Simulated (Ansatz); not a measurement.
# GaSb: the cost of one run

Computed with Ansatz 0.2.0 (DFT PBE, scalar-relativistic, plane waves, PAW, unless a step's input says otherwise).

## Step 1: Starting point

The structure is orthorhombic, space group Pmma (No. 51). Conventional cell: a = 8.370 Å, b = 4.766 Å, c = 4.513 Å, α = 90.00°, β = 90.00°, γ = 90.00°. Ga (site symmetry mm2) has 4 Sb at 2.64 to 2.72 Å as nearest neighbours. Ga (site symmetry 2/m) is surrounded by 4 Sb at 2.38 to 2.64 Å. Around Sb (site symmetry mm2) lie 4 Ga at 2.64 to 2.72 Å. Sb (site symmetry 2/m) has 4 Ga at 2.38 to 2.64 Å as nearest neighbours.

Structure file:

```
Ga Sb
1.0
     8.37022    0.00000    0.00000
     0.00000    4.76589    0.00000
     0.00000    0.00000    4.51266
Ga Sb
4 4
Direct
  0.75000 0.00000 0.35541
  0.00000 0.50000 0.00000
  0.25000 0.00000 0.64459
  0.50000 0.50000 0.00000
  0.75000 0.50000 0.64459
  0.00000 0.00000 0.00000
  0.25000 0.50000 0.35541
  0.50000 0.00000 0.00000
```

A structure generator made this guess: 4-connected net, two elements alternating (Pmma, No. 51). Its size is a rough estimate.

## Step 2: Probe: one point on a coarse mesh

input.yaml

```yaml
crystal:
  lattice:
    - [8.37021918, 0.0, 0.0]
    - [0.0, 4.76589344, 0.0]
    - [0.0, 0.0, 4.51265504]
  atoms:
    - { symbol: Ga, position: [0.75, 0.0, 0.35540738] }
    - { symbol: Ga, position: [0.0, 0.5, 0.0] }
    - { symbol: Ga, position: [0.25, 0.0, 0.64459262] }
    - { symbol: Ga, position: [0.5, 0.5, 0.0] }
    - { symbol: Sb, position: [0.75, 0.5, 0.64459262] }
    - { symbol: Sb, position: [0.0, 0.0, 0.0] }
    - { symbol: Sb, position: [0.25, 0.5, 0.35540738] }
    - { symbol: Sb, position: [0.5, 0.0, 0.0] }
basis:
  ecutwfc: 420
kpoints:
  mp_grid: { grid: [2, 4, 4] }
hamiltonian:
  xc: pbe
scf:
  occupations: { method: gaussian, width: 0.1 }
  lower_state_search: "off"
output:
  forces: true
  stress: true
  eigenvalues: true
```

Started as:

```
$ ansatz run input.yaml --threads 1 --pin off --max-ram 2560MiB --backend cpu --events-out ev --progress --plain --runs-dir out
```

What time and memory should one allow on 1 thread of Arm Neoverse V2, shared host?

About 13 s, with a peak of 0.62 GiB.
